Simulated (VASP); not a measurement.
Ca:

```xyz
1
Lattice="0.0000 2.7942 2.7942 2.7942 0.0000 2.7942 2.7942 2.7942 0.0000" Properties=species:S:1:pos:R:3 pbc="T T T"
Ca    0.0000    0.0000    0.0000
```

Base run:

| Item | Value |
| --- | --- |
| Program | VASP 6.6.1 |
| Functional | RPBE |
| Potentials or basis | VASP PAW PBE potentials, release 64 (Ca_sv_GW) |
| Cutoff | 550 eV |
| k mesh | 8 × 8 × 8 |
| Occupations | gaussian, width 0.05 eV |
| Spin | no spin polarisation |

Its results: band gap on the k mesh none (metal or under the smearing width); pressure 0.2 GPa.

Problem. The run is repeated on the same cell with these changes: functional from RPBE to LDA; potentials or basis from VASP PAW PBE potentials, release 64 (Ca_sv_GW) to VASP PAW LDA potentials, release 64 (Ca_sv); cutoff from 550 eV to 520 eV. What comes out?

Solution. Band gap on the k mesh none (metal or under the smearing width); pressure -2.2 GPa.

Caveats: the PAW data sets were made with another functional, which shifts forces and pressure a little (some runs).
